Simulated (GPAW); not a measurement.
# C in GPAW: the effect of functional

Crystal: C.

```
CELL_PARAMETERS angstrom
2.12732 -1.22828 0.00000
2.12732 1.22828 0.00000
-1.37907 0.00000 3.50283
ATOMIC_POSITIONS crystal
C 0.16664 0.16664 0.99991
C 0.83336 0.83336 0.00009
```

This is a stacking variant of graphite.

Alike in all runs:

```yaml
Program: GPAW 26.7.0
Task: band structure
Cutoff: 800 eV
Basis: pw
k_mesh: 13 × 13 × 8
Occupations: fermi-dirac, width 0.05 eV
Spin: no spin polarisation
```

Task: One run gave: pressure 7.6 GPa. Which functional did it use?
A. revPBE
B. BLYP
C. RPBE

Result: C.

```csv
functional,potentials or basis,pressure (GPa)
RPBE,the program's PAW data sets (release 1.2.1) made for this functional,7.6
revPBE,the program's PAW data sets (release 1.2.1) made for this functional,6.6
BLYP,PAW data sets generated in the run's folder for this functional,6.2
```

Caveats: this functional lacks dispersion, which binds the layers, so the pressure and a relaxed spacing across them are unreliable.
